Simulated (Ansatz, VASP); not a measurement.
# K3ScF6: VASP beside Ansatz, part 2 of 2

Wanted: the spread between two codes on one cell, functional and k mesh. The cell is taken from a series of runs on this material, whose earlier steps may have relaxed, scaled, displaced or heated it; both programs get it as it stands.

VASP 6.6.1 and Ansatz 0.2.0.

So far: Starting point; VASP: relaxation of cell and atoms, PBEsol.

## Step 3: Ansatz: relaxation of cell and atoms, PBEsol

Level of this step: Ansatz beside VASP: Kohn-Sham DFT, plane waves, PBEsol (Ansatz).

Ansatz runs on its default PAW (the set named soft_2) files.

The same cell, functional and mesh now go to Ansatz, which takes its cutoff from its data sets.

Input file input.yaml:

```yaml
crystal:
  lattice:
    - [0.0, 4.47663281, 4.47663281]
    - [4.47663281, 0.0, 4.47663281]
    - [4.47663281, 4.47663281, 0.0]
  atoms:
    - { symbol: Sc, position: [0.0, 0.0, 0.0] }
    - { symbol: K, position: [0.5, 0.5, 0.5] }
    - { symbol: K, position: [0.25, 0.25, 0.25] }
    - { symbol: K, position: [0.75, 0.75, 0.75] }
    - { symbol: F, position: [0.77542989, 0.77542989, 0.22457011] }
    - { symbol: F, position: [0.77542989, 0.22457011, 0.77542989] }
    - { symbol: F, position: [0.22457011, 0.77542989, 0.22457011] }
    - { symbol: F, position: [0.22457011, 0.77542989, 0.77542989] }
    - { symbol: F, position: [0.22457011, 0.22457011, 0.77542989] }
    - { symbol: F, position: [0.77542989, 0.22457011, 0.22457011] }
kpoints:
  mp_grid: { grid: [3, 3, 3] }
scf:
  occupations: { method: fixed }
hamiltonian:
  xc: pbesol
relax:
  f_tol: 0.015
  max_steps: 80
  cell: {}
output:
  forces: true
```

Launch:

```bash
$ ansatz run input.yaml --threads 4 --pin off --max-ram 8192MiB --backend cpu --events-out ev --progress --plain --runs-dir out
```

Numbers of over 12 decimals in the logs are rounded to 6 here.

Output:

```text
Engine: ansatz 0.2.0, aarch64-unknown-linux-gnu
Pseudopotentials: kind: paw
Pseudopotential: Sc, paw, valence charge 11, recommended cutoff 420 eV (normal), Sc.paw.azcp
Pseudopotential: K, paw, valence charge 9, recommended cutoff 420 eV (normal), K.paw.azcp
Pseudopotential: F, paw, valence charge 7, recommended cutoff 420 eV (normal), F.paw.azcp
Functional definition: PBEsol
  exchange = pbesol_x
  correlation = pbesol_c
Crystal: 10 atoms, lattice volume = 179.426 Å³
Basis set: ecut = 420 eV, 3479 PW (Γ), exchange–correlation on 90×90×90 points (8 copies of the dense FFT grid, shifted against one another)
Bands: 50, of which v1, the nominal top of the filled ones, is band 40 counted from 1 (39 counted from 0)
Symmetry: 48 space group operations
Space group: Fm-3m (ITA 225), of the structure as read, at distance tolerance 5.6e-5 Å
k-points: 4 of 27
Non-local potential: Sc, projectors of the file, l = 0: 3, l = 1: 2, l = 2: 3, l = 3: 1
Non-local potential: K, projectors of the file, l = 0: 3, l = 1: 2, l = 2: 2
Non-local potential: F, projectors of the file, l = 0: 2, l = 1: 2, l = 2: 1
PAW form: soft (Blöchl's): semilocal exchange-correlation on the pseudo side does not see the compensation charge
PAW frozen core: Sc, regenerated for the run's functional, and the local potential with it (the file was generated under x = pbe(κ = 0.804, μ = 0.219515), c = pbe(β = 0.066725))
PAW frozen core: K, regenerated for the run's functional, and the local potential with it (the file was generated under x = pbe(κ = 0.804, μ = 0.219515), c = pbe(β = 0.066725))
PAW frozen core: F, regenerated for the run's functional, and the local potential with it (the file was generated under x = pbe(κ = 0.804, μ = 0.219515), c = pbe(β = 0.066725))
PAW one-centre angular grid: Sc, 590 points (default); XC on 64 Gauss nodes
PAW one-centre angular grid: K, 110 points (default); XC on 64 Gauss nodes
PAW one-centre angular grid: F, 110 points (default); XC on 64 Gauss nodes
Initial density: superposition of atomic densities (neutral atoms: chi_scale 0, normalization atom), corrected by the library's trained network
Initial wavefunctions: pseudopotential atomic-orbital guess
Functional: x = pbesol(κ = 0.804, μ = 0.123457), c = pbesol(β = 0.046)
SCF iter   1: F=—  HF=-11478.066083 eV  |F-HF|=—  |Δ(HF+E_count)|=         —  Δρ=1.09e-2  dr2=1.37e-1  ethr=1.77e-3  ⟨swp⟩=4.5  Hψ=723  notcnv=0  defer=27
preconditioner: auto → Resta (q_TF=auto, 2.385 Å⁻¹)  ε∞=2.8  [insulator: Δε(μ)=6.115 eV  Ē_g=18.074 eV  n_scr=50 (ndim 8)  ℏωp=24.5 eV  f_vac=0.158  ε∞_Penn≈2.8]
SCF iter   2: F=—  HF=-11478.030556 eV  |F-HF|=—  |Δ(HF+E_count)|=   3.55e-2  Δρ=3.14e-3  dr2=9.65e-3  ethr=1.71e-4  ⟨swp⟩=2.0  Hψ=379  notcnv=0  defer=25
SCF iter   3: F=—  HF=-11478.028149 eV  |F-HF|=—  |Δ(HF+E_count)|=   2.41e-3  Δρ=8.11e-4  dr2=7.78e-4  ethr=1.21e-5  ⟨swp⟩=3.0  Hψ=327  notcnv=0  defer=12
automatic band count: iteration 3 solves 46 bands in place of 50: the levels show a gap, and the empty bands left out lie too high to hold charge; the band table lists the bands solved (type scf.n_extra_bands for more)
SCF iter   4: F=—  HF=-11478.028198 eV  |F-HF|=—  |Δ(HF+E_count)|=   4.89e-5  Δρ=1.80e-4  dr2=3.70e-5  ethr=9.73e-7  ⟨swp⟩=2.0  Hψ=351  notcnv=0  defer=11
SCF iter   5: F=—  HF=-11478.028342 eV  |F-HF|=—  |Δ(HF+E_count)|=   1.44e-4  Δρ=2.11e-5  dr2=7.74e-7  ethr=4.62e-8  ⟨swp⟩=2.8  Hψ=351  notcnv=0  defer=7
SCF iter   6: F=-11478.028343 eV  HF=-11478.028343 eV  |F-HF|=8.47e-8  |Δ(HF+E_count)|=   1.42e-6  Δρ=4.99e-6  dr2=4.55e-8  ethr=1.25e-10  ⟨swp⟩=4.0  Hψ=590  notcnv=0
SCF 1 converged in 6 iterations: F = -11478.028343 eV  dr2 = 4.55e-8
  greatest PAW one-centre occupation: 0.998 electrons in one spin orbital (limit 2), on the Sc atom at site 0 (counted from 0), in its partial waves of l = 0
relax step   1: F+E_penalty+E_count = -11478.02834301 eV  Δ(F+E_penalty+E_count) = +0.000e0 eV  max|allowed force component| = 1.381e-1 eV/Å  Δτ_max = 0.0000 Å  P = -0.424 GPa  Ω = 179.426 Å³  (6 SCF iters, dr2 threshold 1.00e-7 eV, accepted)
[...]
relax step   2: F+E_penalty+E_count = -11478.03201947 eV  Δ(F+E_penalty+E_count) = -3.676e-3 eV  max|allowed force component| = 2.423e-2 eV/Å  Δτ_max = 0.0054 Å  P = -0.134 GPa  Ω = 179.195 Å³  energy of the carried Pulay correction = +6.211e-4 eV  (4 SCF iters, dr2 threshold 1.00e-6 eV, accepted)
[...]
relax step   3: F+E_penalty+E_count = -11478.03306890 eV  Δ(F+E_penalty+E_count) = -1.049e-3 eV  max|allowed force component| = 7.137e-4 eV/Å  Δτ_max = 0.0006 Å  P = -0.006 GPa  Ω = 178.873 Å³  energy of the carried Pulay correction = +1.488e-3 eV  (5 SCF iters, dr2 threshold 4.48e-8 eV, accepted)
[...]
relax step   4: F+E_penalty+E_count = -11478.03224017 eV  Δ(F+E_penalty+E_count) = +8.287e-4 eV  max|allowed force component| = 7.025e-4 eV/Å  Δτ_max = 0.0000 Å  P = -0.022 GPa  Ω = 178.873 Å³  stress off target by 2.24e-2 GPa  SCF on the basis re-selected at this cell (its energy is not comparable with the rows above)  (5 SCF iters)
basis re-selected at this cell: Δ(F+E_penalty+E_count) = +8.287e-4 eV, ΔP = -0.017 GPa vs the last step (what re-selecting the basis moved, of the pressure what is left beyond the Pulay correction that the steps carried, after the strain that the cell walked since its last selection, with what the two solves' SCF thresholds leave and, on support functions, any second-order correction that the steps lacked; it is no m [...]
SCF converged after 5 iterations
Free energy (F): -11478.032240 eV
Harris-Foulkes:  -11478.032240 eV  (|F-HF|=4.55e-11)
Internal energy: -11478.032240 eV  (E = F + TS)
E sigma→0 (E₀):  -11478.032240 eV
Fermi energy:    0.943633 eV
--- Per-component energies (eV) ---
  E_band       = -745.419529
  E_kinetic    = 2264.058225
  E_local      = -6770.874914  (includes V_loc(G=0)·N_el)
  E_nonlocal   = 561.266932
  E_hartree    = 2514.373502
  E_xc         = -979.702785
  E_vxc        = -1233.266821  (∫ρ·V_xc dr)
  E_paw        = -4377.084929  (= ΣΔE_a)
  E_vpaw       = -595.362110  (= ΣTr[D̂ρ^β])
  E_aug_tail   = 0.012194  (compensation charges beyond the density's cutoff)
  E_ewald      = -4690.787802
  E_core_change = 0.707336  (= ΣΔE_core)
  E_smearing   = -0.000000  (= −TS)
  E_closure    = 0.000000  (closes the sum)
  Σ components = -11478.032240   (vs F -11478.032240, Δ=0.00e0)
--- Forces (eV/Å), atoms counted from 1 ---
  atom   1  Sc    -0.00000000     0.00000000     0.00000000
  atom   2  K      0.00000000    -0.00000000     0.00000000
  atom   3  K     -0.00000000    -0.00000000     0.00000000
  atom   4  K      0.00000000    -0.00000000    -0.00000000
  atom   5  F      0.00000000     0.00000000    -0.00070251
  atom   6  F     -0.00000000    -0.00070251    -0.00000000
  atom   7  F     -0.00000000     0.00070251    -0.00000000
  atom   8  F     -0.00070251    -0.00000000     0.00000000
  atom   9  F     -0.00000000     0.00000000     0.00070251
  atom  10  F      0.00070251     0.00000000     0.00000000
  max |Σ_I F_I| component: 1.46e-18 eV/Å
--- Stress (GPa, compression-positive) ---
       -0.022390       0.000000      -0.000000
       -0.000000      -0.022390       0.000000
       -0.000000      -0.000000      -0.022390
  P = ⅓ Tr σ = -0.0224 GPa (-0.224 kbar)
--- Relaxed structure (3 steps of the walk, 3 accepted, 1 SCFs on fresh bases) ---
  F+E_penalty+E_count = -11478.03224017 eV   max|allowed force component| = 7.025e-4 eV/Å   (the final SCF, on the basis selected at the relaxed cell)
  cell:  # Å, volume = 178.8728 Å³
    - [0, 4.472031, 4.472031]
    - [4.472031, 0, 4.472031]
    - [4.472031, 4.472031, 0]
  atoms:
    - { symbol: Sc, position: [0, 0, 0] }
    - { symbol: K, position: [0.5, 0.5, 0.5] }
    - { symbol: K, position: [0.25, 0.25, 0.25] }
    - { symbol: K, position: [0.75, 0.75, 0.75] }
    - { symbol: F, position: [0.776102, 0.776102, 0.223898] }
    - { symbol: F, position: [0.776102, 0.223898, 0.776102] }
    - { symbol: F, position: [0.223898, 0.776102, 0.223898] }
    - { symbol: F, position: [0.223898, 0.776102, 0.776102] }
    - { symbol: F, position: [0.223898, 0.223898, 0.776102] }
    - { symbol: F, position: [0.776102, 0.223898, 0.223898] }
```

## Step 4: Comparison

Known differences besides the potentials themselves: fixed occupations in Ansatz, narrow Gaussian smearing in VASP; the cutoff is 420 eV in Ansatz and 600 eV in VASP; Ansatz makes its cores anew for this functional, VASP keeps those of its PBE data sets; Ansatz adds a Pulay correction to the stress that steers its cell, VASP none. Total energies have different zeros and are not compared.

Compared:

```tsv
quantity	Ansatz	VASP	difference
volume (Å³)	178.87	178.90	-0.02 %
edge a after relaxation, in the typed setting (Å)	6.324	6.325	-0.01 %
```

## Step 5: Results

| Item | Value |
| --- | --- |
| difference in volume (relaxation of cell and atoms, PBEsol) | -0.018 % |

**Reading.** The difference in volume is -0.018 % (relaxation of cell and atoms, PBEsol), within the 1.2 % picked in this series as the mark of a large difference, as far as the stopping tolerances let one tell. How closely two codes agree says nothing of how well the functional describes the real material.

[Lines on the potential files, build, host, timing and source positions are cut from VASP's logs without a mark.]

[Logs are printed without paths, hosts, clocks, repeated set-up lines and the standing remarks that a program may print on its own settings, such as how far it seeks lower states.]

[Hosts, paths, dates, database ids (printed as entryN), source tags and the programs' standing remarks are cut or masked in the printed files.]
